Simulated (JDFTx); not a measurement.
## CsH under changes of volume

One of the cells (32.401 Å³/atom); the others are scaled copies at fixed shape and fractional positions:

```xyz
2
Lattice="0.0000 3.1880 3.1880 3.1880 0.0000 3.1880 3.1880 3.1880 0.0000" Properties=species:S:1:pos:R:3 pbc="T T T"
Cs    0.0000    0.0000    0.0000
H     3.1880    3.1880    3.1880
```

* Program: JDFTx 1.7.0 (patched build)
* Functional: r2SCAN
* Potentials or basis: SG15-PBE-1.2 with smoothed tails
* Cutoff: 1088 eV
* Density cutoff: 8708 eV
* k mesh: 7 × 7 × 7
* Occupations: fermi-dirac, width 0.05 eV
* Spin: no spin polarisation

```csv
volume (Å³/atom),energy over the lowest point (meV/atom),pressure (GPa),gap on the mesh (eV)
30.457,4.10,0.7,2.83
31.105,1.80,0.4,2.85
31.753,0.46,0.2,2.87
32.401,0.00,0.0,2.89
33.049,0.33,-0.2,2.91
33.697,1.39,-0.4,2.93
34.345,?,?,?
```

What does the run at 34.345 Å³/atom give?

Energy over the lowest point 3.10 meV/atom; pressure -0.5 GPa; gap on the mesh 2.94 eV.

Worked out: A Birch-Murnaghan fit of order 3 (a polynomial in V^(-2/3)) to the other rows has its minimum at 32.44 Å³/atom with B0 = V·E''(V) = 9.8 GPa and B' = 3.7. It gives 3.11 meV/atom at 34.345 Å³/atom, against the run's 3.10, and -dE/dV = -0.5 GPa, against -0.5. A straight line through the other rows of the gap, of slope 0.989 eV per unit of ln V (its deformation potential), extrapolates to 2.95 eV, against the run's 2.94.

Energies are extrapolated to zero smearing.

Caveats: the potentials were made for another functional, which shifts forces and pressure; spin-orbit coupling is left out, which moves the levels of the heavy elements; an odd mesh through Γ misses points on the zone boundary, where band edges often lie.
